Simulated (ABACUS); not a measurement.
# Si (Fd-3m) in ABACUS: notebook

The runs below take Si through single point, with PBE.

All numbers are computed with ABACUS 3.10.1; they aren't measurements. Logs are shortened: lines on timing, memory, paths and dates and some standing lists are left out, and cuts for length are marked.

## (1) Starting point

It takes space group Fd-3m (No. 227, cubic). Conventional cell: a = 5.444 Å, b = 5.444 Å, c = 5.444 Å, α = 90.00°, β = 90.00°, γ = 90.00°. Si (site symmetry -43m) is surrounded by 4 Si at 2.36 Å.

## (2) Single point, PBE

Contents of run_abacus.py:

```python
"""ABACUS run from a structure file: ASE reads it, the script writes STRU, KPT and INPUT."""
import re
import subprocess
import spglib
from ase import Atoms
from ase.io import read
from ase.units import Bohr

atoms = read("Si.cif")
cell, frac, numbers = spglib.standardize_cell((atoms.cell[:], atoms.get_scaled_positions(), atoms.numbers), to_primitive=True, symprec=1e-4)
atoms = Atoms(numbers=numbers, cell=cell, scaled_positions=frac, pbc=True)  # the primitive cell
atoms = atoms[(-atoms.numbers).argsort(kind="stable")]  # ABACUS lists atoms element by element
pseudo = {'Si': 'Si.upf'}
orbital = {'Si': 'Si_confined-atom_7au_2s2p1d.orb'}
magmoms = None
kmesh = [5, 5, 5]
params = {
    'suffix': 'Si',
    'calculation': 'scf',
    'basis_type': 'lcao',
    'pseudo_dir': './',
    'orbital_dir': './',
    'symmetry': 1,
    'dft_functional': 'pbe',
    'ecutwfc': 100,
    'pseudo_rcut': 7,
    'nspin': 1,
    'nbands': 14,
    'ks_solver': 'genelpa',
    'smearing_method': 'fd',
    'smearing_sigma': 0.00367493,
    'scf_thr': 1e-07,
    'scf_nmax': 100,
    'mixing_type': 'broyden',
    'mixing_beta': 0.7,
    'cal_force': 1,
    'cal_stress': 1,
    'out_mul': 1,
    'out_chg': 1,
    'out_pot': 2,
    'out_elf': 1,
}

symbols = atoms.get_chemical_symbols()
elements = list(dict.fromkeys(symbols))
lines = ["ATOMIC_SPECIES"] + [f"{e} {atoms.get_masses()[symbols.index(e)]:.4f} {pseudo[e]}" for e in elements]
if orbital:
    lines += ["", "NUMERICAL_ORBITAL"] + [orbital[e] for e in elements]
lines += ["", "LATTICE_CONSTANT", f"{1 / Bohr:.10f}", "", "LATTICE_VECTORS"]
lines += [" ".join(f"{x:.10f}" for x in v) for v in atoms.cell]
lines += ["", "ATOMIC_POSITIONS", "Direct"]
for e in elements:
    lines += ["", e, "0.0", str(symbols.count(e))]
    for i, p in enumerate(atoms.get_scaled_positions(wrap=False)):
        if symbols[i] == e:
            mag = "" if magmoms is None else " mag " + " ".join(str(x) for x in (magmoms[i] if isinstance(magmoms[i], list) else [magmoms[i]]))
            lines.append(" ".join(f"{x:.10f}" for x in p) + " 1 1 1" + mag)
open("STRU", "w").write("\n".join(lines) + "\n")
open("KPT", "w").write("K_POINTS\n0\nGamma\n%d %d %d 0 0 0\n" % tuple(kmesh))
open("INPUT", "w").write("INPUT_PARAMETERS\n" + "".join(f"{k:<20s}{v}\n" for k, v in params.items()))

done = subprocess.run(['mpirun', '-np', '4', 'abacus'])
if done.returncode:
    raise SystemExit(done.returncode)
log = open("OUT.Si/running_scf.log").read()
print("final energy (eV):", re.findall(r"FINAL_ETOT_IS (\S+)", log))
```

Contents of Si.cif:

```cif
data_Si
_cell_length_a 5.44370237
_cell_length_b 5.44370237
_cell_length_c 5.44370237
_cell_angle_alpha 90.00000000
_cell_angle_beta 90.00000000
_cell_angle_gamma 90.00000000
_space_group_name_H-M_alt 'Fd-3m'
_space_group_name_Hall 'F 4d 2 3 -1d'
_space_group_IT_number 227
loop_
_space_group_symop_operation_xyz
'x,y,z'
'-y+1/4,x+1/4,z+1/4'
'-x,-y+1/2,z+1/2'
'y+3/4,-x+1/4,z+3/4'
'x,-y,-z'
'-y+1/4,-x+3/4,-z+3/4'
'-x,y+1/2,-z+1/2'
'y+3/4,x+3/4,-z+1/4'
'z,x,y'
'z+1/4,-y+1/4,x+1/4'
'z+1/2,-x,-y+1/2'
'z+3/4,y+3/4,-x+1/4'
'-z,x,-y'
'-z+3/4,-y+1/4,-x+3/4'
'-z+1/2,-x,y+1/2'
'-z+1/4,y+3/4,x+3/4'
'y,z,x'
'x+1/4,z+1/4,-y+1/4'
'-y+1/2,z+1/2,-x'
'-x+1/4,z+3/4,y+3/4'
'-y,-z,x'
'-x+3/4,-z+3/4,-y+1/4'
'y+1/2,-z+1/2,-x'
'x+3/4,-z+1/4,y+3/4'
'-x+1/4,-y+1/4,-z+1/4'
'y,-x,-z'
'x+1/4,y+3/4,-z+3/4'
'-y+1/2,x,-z+1/2'
'-x+1/4,y+1/4,z+1/4'
'y,x+1/2,z+1/2'
'x+1/4,-y+3/4,z+3/4'
'-y+1/2,-x+1/2,z'
'-z+1/4,-x+1/4,-y+1/4'
'-z,y,-x'
'-z+3/4,x+1/4,y+3/4'
'-z+1/2,-y+1/2,x'
'z+1/4,-x+1/4,y+1/4'
'z+1/2,y,x+1/2'
'z+3/4,x+1/4,-y+3/4'
'z,-y+1/2,-x+1/2'
'-y+1/4,-z+1/4,-x+1/4'
[... 89 lines left out ...]
'-z+1/4,x+1/4,y+1/4'
'-z,-y+1/2,x+1/2'
'z+3/4,-x+1/4,y+3/4'
'z,y,x'
'z+1/4,x+1/4,-y+1/4'
'z+1/2,-y+1/2,-x'
'-y+3/4,-z+1/4,-x+3/4'
'-x+1/2,-z,y+1/2'
'y+1/4,-z+3/4,x+3/4'
'x+1/2,-z+1/2,-y'
'y+3/4,z+1/4,-x+3/4'
'x,z+1/2,y+1/2'
'-y+1/4,z+3/4,x+3/4'
'-x,z,-y'
'x+1/2,y+1/2,z'
'-y+3/4,x+3/4,z+1/4'
'-x+1/2,-y,z+1/2'
'y+1/4,-x+3/4,z+3/4'
'x+1/2,-y+1/2,-z'
'-y+3/4,-x+1/4,-z+3/4'
'-x+1/2,y,-z+1/2'
'y+1/4,x+1/4,-z+1/4'
'z+1/2,x+1/2,y'
'z+3/4,-y+3/4,x+1/4'
'z,-x+1/2,-y+1/2'
'z+1/4,y+1/4,-x+1/4'
'-z+1/2,x+1/2,-y'
'-z+1/4,-y+3/4,-x+3/4'
'-z,-x+1/2,y+1/2'
'-z+3/4,y+1/4,x+3/4'
'y+1/2,z+1/2,x'
'x+3/4,z+3/4,-y+1/4'
'-y,z,-x'
'-x+3/4,z+1/4,y+3/4'
'-y+1/2,-z+1/2,x'
'-x+1/4,-z+1/4,-y+1/4'
'y,-z,-x'
'x+1/4,-z+3/4,y+3/4'
'-x+3/4,-y+3/4,-z+1/4'
'y+1/2,-x+1/2,-z'
'x+3/4,y+1/4,-z+3/4'
'-y,x+1/2,-z+1/2'
'-x+3/4,y+3/4,z+1/4'
'y+1/2,x,z+1/2'
'x+3/4,-y+1/4,z+3/4'
'-y,-x,z'
'-z+3/4,-x+3/4,-y+1/4'
'-z+1/2,y+1/2,-x'
'-z+1/4,x+3/4,y+3/4'
'-z,-y,x'
'z+3/4,-x+3/4,y+1/4'
'z,y+1/2,x+1/2'
'z+1/4,x+3/4,-y+3/4'
'z+1/2,-y,-x+1/2'
'-y+3/4,-z+3/4,-x+1/4'
'-x+1/2,-z+1/2,y'
'y+1/4,-z+1/4,x+1/4'
'x+1/2,-z,-y+1/2'
'y+3/4,z+3/4,-x+1/4'
'x,z,y'
'-y+1/4,z+1/4,x+1/4'
'-x,z+1/2,-y+1/2'
loop_
_atom_site_label
_atom_site_type_symbol
_atom_site_symmetry_multiplicity
_atom_site_Wyckoff_symbol
_atom_site_fract_x
_atom_site_fract_y
_atom_site_fract_z
_atom_site_occupancy
Si1 Si 8 a 0.5000000000 0.0000000000 0.5000000000 1
```

Potentials or basis: PseudoDojo NC FR 0.4 PBE standard, DZP LCAO (the cutoffs set its grid).

Run with:

```
$ OMP_NUM_THREADS=1 python run_abacus.py > log
```

running log:

```text
ABACUS v3.10.1

               Atomic-orbital Based Ab-initio Computation at UStc

 ------------------------------------------------------------------------------------

 READING GENERAL INFORMATION
                           global_out_dir = OUT.Si/
                           global_in_card = INPUT
                               pseudo_dir = ./
                              orbital_dir = ./
                                    DSIZE = 4
                                    GSIZE = 1

 READING UNITCELL INFORMATION
                                    ntype = 1
                  lattice constant (Bohr) = 1.88973
              lattice constant (Angstrom) = 1

 READING ATOM TYPE 1
                               atom label = Si
                      L=0, number of zeta = 2
                      L=1, number of zeta = 2
                      L=2, number of zeta = 1
             number of atom for this type = 2

                        TOTAL ATOM NUMBER = 2
DIRECT COORDINATES
    atom                   x                   y                   z     mag                  vx                  vy                  vz
taud_Si1            0.0000000000        0.0000000000        0.0000000000  0.0000        0.0000000000        0.0000000000        0.0000000000
taud_Si2            0.2500000000        0.2500000000        0.2500000000  0.0000        0.0000000000        0.0000000000        0.0000000000

                          Volume (Bohr^3) = 272.157
                             Volume (A^3) = 40.3295

 Lattice vectors: (Cartesian coordinate: in unit of a_0)
                   +0            +2.72185            +2.72185
             +2.72185                  +0            +2.72185
             +2.72185            +2.72185                  +0
 Reciprocal vectors: (Cartesian coordinate: in unit of 2 pi/a_0)
            -0.183699           +0.183699           +0.183699
            +0.183699           -0.183699           +0.183699
            +0.183699           +0.183699           -0.183699
 The esolver type has been set to : ksdft_lcao

                PAO radial cut off (Bohr) = 7

 Read in pseudopotential file is Si.upf
                     pseudopotential type = NC
          exchange-correlation functional = PBE
                 nonlocal core correction = 1
                        valence electrons = 4
                                     lmax = 2
                           number of zeta = 2
                     number of projectors = 6
                           L of projector = 0
                           L of projector = 0
                           L of projector = 1
                           L of projector = 1
                           L of projector = 2
                           L of projector = 2
[... 160 lines left out ...]
                          real space grid = [ 48, 48, 48 ]
                 big cell numbers in grid = [ 12, 12, 12 ]
             meshcell numbers in big cell = [ 4, 4, 4 ]
                        extended fft grid = [ 15, 15, 15 ]
                dimension of extened grid = [ 43, 43, 43 ]
                            UnitCellTotal = 125
              Atom number in sub-FFT-grid = 2
    Local orbitals number in sub-FFT-grid = 26
                                ParaV.nnr = 12427
                                 init_chg = atomic

 LCAO ALGORITHM --------------- ION=   1  ELEC=   1--------------------------------

 Density error is 0.149103751315
----------------------------------------------------------
     Energy           Rydberg                 eV
----------------------------------------------------------
 E_KohnSham     -16.9062618885       -230.0214935640
 E_Harris       -16.7094284465       -227.3434371961
 E_Fermi        0.4480970686         6.0966733897
----------------------------------------------------------
[... 58 lines left out ...]
 Density error is 6.63453249798e-08
----------------------------------------------------------
     Energy           Rydberg                 eV
----------------------------------------------------------
 E_KohnSham     -16.9068434923       -230.0294066888
 E_KS(sigma->0) -16.9068403364       -230.0293637514
 E_Harris       -16.9068436088       -230.0294082747
 E_band         0.6677632502         9.0853851181
 E_one_elec     4.9284335565         67.0547785826
 E_Hartree      1.0980658377         14.9399521725
 E_xc           -6.1766775560        -84.0380094710
 E_Ewald        -16.7566590187       -227.9860420980
 E_entropy(-TS) -0.0000063117        -0.0000858749
 E_descf        0.0000000000         0.0000000000
 E_exx          0.0000000000         0.0000000000
 E_Fermi        0.4760500628         6.4769933868
----------------------------------------------------------

 charge density convergence is achieved
 final etot is -230.02940669 eV
 EFERMI = 6.4769933868 eV
The vacuum level is 8.1599931017 eV

 STATE ENERGY(eV) AND OCCUPATIONS    NSPIN == 1
 1/10 kpoint (Cartesian) = 0.0000 0.0000 0.0000 (1165 pws)
       1       -5.68412      0.0160000
       2        6.17608      0.0159612
       3        6.17608      0.0159612
       4        6.17608      0.0159612
       5        8.74275    3.34216e-22
       6        8.74275    3.34216e-22
       7        8.74275    3.34216e-22
       8        9.64270    5.09440e-30
       9        13.8947    5.95272e-67
      10        13.8947    5.95272e-67
      11        15.1241    1.24859e-77
      12        18.1916        0.00000
      13        18.1916        0.00000
      14        18.1916        0.00000
[... 66 lines left out ...]
       1       -3.04787       0.384000
       2      -0.516571       0.384000
       3        2.75947       0.384000
       4        4.47144       0.384000
       5        8.27404    9.44908e-17
       6        10.8415    4.72663e-39
       7        11.0045    1.81507e-40
       8        13.8792    1.94630e-65
       9        14.7603    4.33260e-73
      10        14.8016    1.89600e-73
      11        18.9783        0.00000
      12        20.5957        0.00000
      13        20.9824        0.00000
      14        21.5186        0.00000

[... levels at 4 further k points ...]

 correction force for each atom along direction 1 is -2.32800e-15
 correction force for each atom along direction 2 is -2.29157e-15
 correction force for each atom along direction 3 is 1.36002e-15
------------------------------------------------------------------------------------------
 TOTAL-FORCE (eV/Angstrom)
------------------------------------------------------------------------------------------
                       Si1         0.0000000000         0.0000000000         0.0000000000
                       Si2         0.0000000000         0.0000000000         0.0000000000
------------------------------------------------------------------------------------------

----------------------------------------------------------------
 TOTAL-STRESS (KBAR)
----------------------------------------------------------------
        23.7182195028         0.0000000000         0.0000000000
         0.0000000000        23.7182195028         0.0000000000
        -0.0000000000        -0.0000000000        23.7182195028
----------------------------------------------------------------
 TOTAL-PRESSURE: 23.718220 KBAR

 --------------------------------------------
 !FINAL_ETOT_IS -230.0294066888213251 eV
 --------------------------------------------
```

Run time: 6.4 s. Hardware: 4 MPI ranks of AMD EPYC (Zen 3), shared host; peak memory 0.36 GiB.

Results:

```yaml
Free_energy: -230.0294 eV
Pressure: 2.4 GPa
Band_gap_on_the_k_mesh: 0.64 eV, indirect (least direct gap 2.57 eV)
```

Levels at points of the mesh, in eV from the valence-band top:
```tsv
k point	band 1	band 2	band 3	band 4	band 5	band 6	band 7	band 8	band 9
(0.00, 0.00, 0.00)	-11.86	0.00	0.00	0.00	2.57	2.57	2.57	3.47	7.72
```

Caveat: the atomic orbitals were generated for these runs and aren't a published set; an odd mesh through Γ misses points on the zone boundary, where band edges often lie; the basis of atomic orbitals isn't converged, which shifts pressures, moduli and gaps.

## (3) Single point, PBE, spin-orbit coupling, no magnetisation

Edit run_abacus.py of step 2 so:

```diff
@@ -22,3 +22,3 @@
     'orbital_dir': './',
-    'symmetry': 1,
+    'symmetry': 0,
     'dft_functional': 'pbe',
@@ -26,4 +26,4 @@
     'pseudo_rcut': 7,
-    'nspin': 1,
-    'nbands': 14,
+    'nspin': 4,
+    'nbands': 28,
     'ks_solver': 'genelpa',
@@ -34,9 +34,9 @@
     'mixing_type': 'broyden',
-    'mixing_beta': 0.7,
+    'mixing_beta': 0.4,
     'cal_force': 1,
     'cal_stress': 1,
+    'noncolin': 0,
+    'lspinorb': 1,
     'out_mul': 1,
     'out_chg': 1,
-    'out_pot': 2,
-    'out_elf': 1,
 }
```

Si.cif is that of step 2.

Potentials or basis: PseudoDojo NC FR 0.4 PBE standard, DZP LCAO (the cutoffs set its grid).

Run with:

```
$ OMP_NUM_THREADS=1 python run_abacus.py > log
```

Run time: 20 s. Hardware: 4 MPI ranks of AMD EPYC (Zen 3), shared host; peak memory 0.48 GiB.

It converged, with:

| Quantity | Value |
| --- | --- |
| Free energy | -230.0290 eV |
| Pressure | 2.4 GPa |
| Band gap on the k mesh | 0.62 eV, indirect (least direct gap 2.53 eV) |

Levels at points of the mesh, in eV from the valence-band top:
```csv
k point,band 5,band 6,band 7,band 8,band 9,band 10,band 11,band 12
"(0.00, 0.00, 0.00)",0.00,0.00,0.00,0.00,2.53,2.53,2.56,2.56
```

Caveat: the atomic orbitals were generated for these runs and aren't a published set; an odd mesh through Γ misses points on the zone boundary, where band edges often lie; the basis of atomic orbitals isn't converged, which shifts pressures, moduli and gaps.
